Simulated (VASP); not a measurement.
# SnS2 in VASP: relaxation of cell and atoms with PBE+D4

Aim: the relaxation of cell and atoms of SnS2 with PBE+D4.

Program: VASP 6.6.1. These are calculated values, not measurements. Logs are shortened: lines on timing, memory, paths and dates and some standing lists are left out, and cuts for length are marked.

## Step 1: The structure

The cell holds a sheet with vacuum, 3 atoms: a = 3.680 Å, b = 3.680 Å, c = 18.960 Å, α = 90.00°, β = 90.00°, γ = 120.00°.

The cell was built by a generator and needn't be a form met in nature.

## Step 2: Relaxation of cell and atoms, PBE+D4

File INCAR:

```
  ALGO = Normal
  EDIFF = 1E-6
  EDIFFG = -0.005
  ENCUT = 600
  GGA = PE
  IBRION = 2
  ISIF = 3
  ISMEAR = 0
  IVDW = 13
  KPAR = 4
  LASPH = T
  LATTICE_CONSTRAINTS = .TRUE. .TRUE. .FALSE.
  LCHARG = F
  LREAL = F
  LWAVE = F
  NELM = 120
  NSW = 60
  PREC = Accurate
  SIGMA = 0.03
```

File KPOINTS:

```
k-points
0
Gamma
  12 12 1
```

File POSCAR:

```
SnS2
1.0
    3.6800000000      0.0000000000      0.0000000000
   -1.8400000000      3.1869734900      0.0000000000
    0.0000000000      0.0000000000     18.9600000000
S Sn
2 1
Direct
    0.3333330000      0.6666670000      0.4219409300
    0.6666670000      0.3333330000      0.5780590700
    0.0000000000      0.0000000000      0.5000000000
```

Potentials or basis: VASP PAW PBE potentials, release 64 (S, Sn_d).

Launch:

```sh
$ cat potpaw_PBE.64/S/POTCAR potpaw_PBE.64/Sn_d/POTCAR > POTCAR
$ mpirun -np 4 vasp_std > vasp.out
```

OUTCAR:

```text
EDIFF = 1E-6
   EDIFFG = -0.005
   ENCUT = 600
   GGA = PE
   IBRION = 2
   ISIF = 3
   ISMEAR = 0
   IVDW = 13
   LASPH = T
   LREAL = F
   NELM = 120
   NSW = 60
   PREC = Accurate

 ion  position               nearest neighbor table
   1  0.333  0.667  0.422-   3 2.59   3 2.59   3 2.59
   2  0.667  0.333  0.578-   3 2.59   3 2.59   3 2.59
   3  0.000  0.000  0.500-   1 2.59   2 2.59   2 2.59   1 2.59   2 2.59   1 2.59

  LATTYP: Found a hexagonal cell.
 ALAT       =     3.6800000000
 C/A-ratio  =     5.1521739130

  Lattice vectors:

 A1 = (   3.6800000000,   0.0000000000,   0.0000000000)
 A2 = (  -1.8400000000,   3.1869734900,   0.0000000000)
 A3 = (   0.0000000000,   0.0000000000,  18.9600000000)

Analysis of symmetry for initial positions (statically):
=====================================================================
 Subroutine PRICEL returns:
 Original cell was already a primitive cell.

 Routine SETGRP: Setting up the symmetry group for a
 hexagonal supercell.

 Subroutine GETGRP returns: Found 12 space group operations
 (whereof 12 operations were pure point group operations)
 out of a pool of 24 trial point group operations.

The static configuration has the point symmetry D_3d.

Analysis of symmetry for dynamics (positions and initial velocities):
=====================================================================
 Subroutine PRICEL returns:
 Original cell was already a primitive cell.

 Routine SETGRP: Setting up the symmetry group for a
 hexagonal supercell.

 Subroutine GETGRP returns: Found 12 space group operations
 (whereof 12 operations were pure point group operations)
 out of a pool of 24 trial point group operations.

The dynamic configuration has the point symmetry D_3d.

 Subroutine INISYM returns: Found 12 space group operations
 (whereof 12 operations are pure point group operations),
 and found     1 'primitive' translations

----------------------------------------------------------------------------------------

                                     Primitive cell

  volume of cell :     222.3641

  direct lattice vectors                    reciprocal lattice vectors
     3.680000000  0.000000000  0.000000000     0.271739130  0.156888660  0.000000000
    -1.840000000  3.186973490  0.000000000     0.000000000  0.313777320  0.000000000
     0.000000000  0.000000000 18.960000000     0.000000000  0.000000000  0.052742616

  length of vectors
     3.680000000  3.680000004 18.960000000     0.313777320  0.313777320  0.052742616

  position of ions in fractional coordinates (direct lattice)
     0.333333000  0.666667000  0.421940930
     0.666667000  0.333333000  0.578059070
     0.000000000  0.000000000  0.500000000

  ion indices of the primitive-cell ions
[... 53 lines left out ...]
   number of dos      NEDOS =    301   number of ions     NIONS =      3
   total plane-waves  NPLWV = 144000
   dimension x,y,z NGX =    30 NGY =   30 NGZ =  160
   dimension x,y,z NGXF=    60 NGYF=   60 NGZF=  320
   ions per type =               2   1
   NGX,Y,Z   is equivalent  to a cutoff of  13.55, 13.55, 14.03 a.u.
   NGXF,Y,Z  is equivalent  to a cutoff of  27.11, 27.11, 28.06 a.u.
 SYSTEM =  unknown system
   PREC   = accura    normal or accurate (medium, high low for compatibility)
   ISTART =      0    job   : 0-new  1-cont  2-samecut
   ICHARG =      2    charge: 1-file 2-atom 10-const
   ISPIN  =      1    spin polarized calculation?
   LNONCOLLINEAR =      F non collinear calculations
   LSORBIT =      F    spin-orbit coupling
   LASPH  =      T    aspherical Exc in radial PAW
   ENCUT  =  600.0 eV  44.10 Ry    6.64 a.u.   7.35  7.35 37.87*2*pi/ulx,y,z
   NELM   =    120;   NELMIN=  2; NELMDL= -5     # of ELM steps
   EDIFF  = 0.1E-05   stopping-criterion for ELM
   LREAL  =      F    real-space projection
   EDIFFG = -.5E-02   stopping-criterion for IOM
   NSW    =     60    number of steps for IOM
   IBRION =      2    ionic relax: 0-MD 1-quasi-New 2-CG
   NFREE  =      1    steps in history (QN), initial steepest desc. (CG)
   ISIF   =      3    stress and relaxation
   ISYM   =      2    0-nonsym 1-usesym 2-fastsym
   POTIM  = 0.5000    time-step for ionic-motion
   TEBEG  =    0.0;   TEEND  =   0.0 temperature during run
   PSTRESS=    0.0 pullay stress
   NELECT =      26.0000    total number of electrons
   NUPDOWN=      -1.0000    fix difference up-down
   EMIN   =  10.00;   EMAX   =-10.00  energy-range for DOS
   EFERMI =   0.00;   METHOD = LEGACY
   ISMEAR =     0;   SIGMA  =   0.03  broadening in eV -4-tet -1-fermi 0-gaus
   EFERMI_NEDOS =   21; number of points for ismear=-14 and -15
   IALGO  =     38    algorithm
   IMIX   =      4    mixing-type and parameters
     AMIX     =   0.40;   BMIX     =  1.00
     AMIX_MAG =   1.60;   BMIX_MAG =  1.00
  volume/ion in A,a.u.               =      74.12       500.20
  Fermi-wavevector in a.u.,A,eV,Ry     =   0.800530  1.512783  8.719276  0.640849
  Thomas-Fermi vector in A             =   1.907844
   LORBIT       =      0    0 simple, 1 ext, 2 COOP (PROOUT), +10 PAW based schemes
   GGA     = PE    functional components
   LHFCALC =     F    Hartree Fock is set to
   AEXX    =    0.0000 exact exchange contribution
   IVDW    =    13    specifies the selected vdW correction
   LEPSILON=     F    determine dielectric tensor
   LRPA    =     F    only Hartree local field effects (RPA)
 conjugate gradient relaxation of ions
 non-spin polarized calculation
 Gauss-broadening in eV      SIGMA  =   0.03
  energy-cutoff  :      600.00
  volume of cell :      222.36
 maximum number of plane-waves:      7509
 NGX is ok and might be reduce to    30
   NGX = 15   NGY = 15   NGZ = 75

--------------------------------------- Ionic step        1  -------------------------------------------

 number of electron      25.9999999 magnetization

 Free energy of the ion-electron system (eV)
  ---------------------------------------------------
  ext. energy  EPLUGINS =         0.00000000
  ---------------------------------------------------
  free energy    TOTEN  =       -13.21189177 eV

  energy without entropy =      -13.21189177  energy(sigma->0) =      -13.21189177

------------------------ aborting loop because EDIFF is reached ----------------------------------------

  DFT-D4 for vdW energy calculation

  Edisp (eV):   -0.79631
[... 319 lines left out ...]
--------------------------------------- Ionic step        9  -------------------------------------------

 number of electron      25.9999996 magnetization

 Free energy of the ion-electron system (eV)
  ---------------------------------------------------
  ext. energy  EPLUGINS =         0.00000000
  ---------------------------------------------------
  free energy    TOTEN  =       -13.20524643 eV

  energy without entropy =      -13.20524643  energy(sigma->0) =      -13.20524643

 E-fermi :  -3.1089     XC(G=0):  -3.5038

 val. band max:       -3.2657849343   @ k =   0.1667   0.0000   0.0000
 cond. band min:      -1.6843137384   @ k =   0.5000  -0.0000   0.0000
 fundamental gap:      1.5814711959
 Fermi energy:        -3.1089039972

 k-point     1 :       0.0000    0.0000    0.0000
  band No.  band energies     occupation
      1     -24.0375      2.00000
      2     -24.0375      2.00000
      3     -23.9950      2.00000
      4     -23.9699      2.00000
      5     -23.9699      2.00000
      6     -16.6963      2.00000
[... 403 lines left out ...]
  FREE ENERGIE OF THE ION-ELECTRON SYSTEM (eV)
  ---------------------------------------------------
  free  energy   TOTEN  =       -14.0106366150 eV

  energy  without entropy=      -14.0106366150  energy(sigma->0) =      -14.01063662

 reached required accuracy - stopping structural energy minimisation
```

OSZICAR:

```text
N       E                     dE             d eps       ncg     rms          rms(c)
DAV:   1     0.212818728114E+03    0.21282E+03   -0.12130E+04   678   0.141E+03
DAV:   2     0.112155514631E+02   -0.20160E+03   -0.19795E+03   845   0.288E+02
DAV:   3    -0.129600253891E+02   -0.24176E+02   -0.24070E+02   788   0.116E+02
[... 66 lines left out ...]
DAV:   1    -0.132053143199E+02   -0.34867E-03   -0.97070E-03   682   0.949E-01    0.661E-02
DAV:   2    -0.132052705749E+02    0.43745E-04   -0.61203E-04   873   0.246E-01    0.305E-02
DAV:   3    -0.132052525391E+02    0.18036E-04   -0.37735E-05   873   0.874E-02    0.166E-02
DAV:   4    -0.132052473135E+02    0.52256E-05   -0.10046E-05  1078   0.465E-02    0.629E-03
DAV:   5    -0.132052464262E+02    0.88731E-06   -0.69629E-07   566   0.102E-02
   9 F= -.14010637E+02 E0= -.14010637E+02  d E =-.218464E-03
```

CONTCAR:

```text
SnS2
   1.00000000000000
     3.6592039281338300   -0.0000000000000000    0.0000000000000000
    -1.8296019640669150    3.1689635633960100    0.0000000000000000
     0.0000000000000000    0.0000000000000000   18.9600000000000009
  S               Sn
     2     1
Direct
     0.3333330000000032    0.6666669999999968    0.4217867035438203
     0.6666669999999968    0.3333330000000032    0.5782132964561798
     0.0000000000000000    0.0000000000000000    0.5000000000000000

  0.00000000E+00  0.00000000E+00  0.00000000E+00
  0.00000000E+00  0.00000000E+00  0.00000000E+00
  0.00000000E+00  0.00000000E+00  0.00000000E+00
```

Wall time 3.1 min (4 MPI ranks of Intel Xeon Platinum 8488C (Sapphire Rapids), shared host); peak memory 0.44 GiB.

Results:

| Quantity | Value |
| --- | --- |
| Free energy | -14.0106 eV |
| Relaxed volume | 73.29 Å³/atom |
| Relaxed cell | a = 3.659 Å, b = 3.659 Å, c = 18.960 Å, α = 90.00°, β = 90.00°, γ = 120.00° |
| Space group after relaxing (to 0.05 Å) | P-3m1 (No. 164) |
| Energy gained by relaxing | 0.8 meV/atom |
| Ionic steps | 9 |
| Band gap on the k mesh | 1.58 eV, indirect (least direct gap 1.84 eV) |
| Dispersion energy per atom | -0.268 eV |

The path:
```csv
step,energy change (eV),largest force (eV/Å),pressure (GPa),volume (Å³)
1,0.0000,0.0456,-0.24,222.36
2,-0.0018,0.0738,0.14,219.28
3,-0.0022,0.0374,0.02,220.20
4,-0.0022,0.0357,0.02,220.24
5,-0.0023,0.0224,0.01,220.10
6,-0.0024,0.0173,0.01,220.04
7,-0.0024,0.0058,0.00,219.93
8,-0.0024,0.0164,-0.01,219.69
9,-0.0024,0.0007,0.00,219.86
```

Final structure:
```yaml
crystal:
  lattice:
    - [3.65920, 0.00000, 0.00000]
    - [-1.82960, 3.16896, 0.00000]
    - [0.00000, 0.00000, 18.96000]
  atoms:
    - { symbol: S, position: [0.33333, 0.66667, 0.42179] }
    - { symbol: S, position: [0.66667, 0.33333, 0.57821] }
    - { symbol: Sn, position: [0.00000, 0.00000, 0.50000] }
```

Caveat: spin-orbit coupling is left out, which moves the levels of the heavy elements.
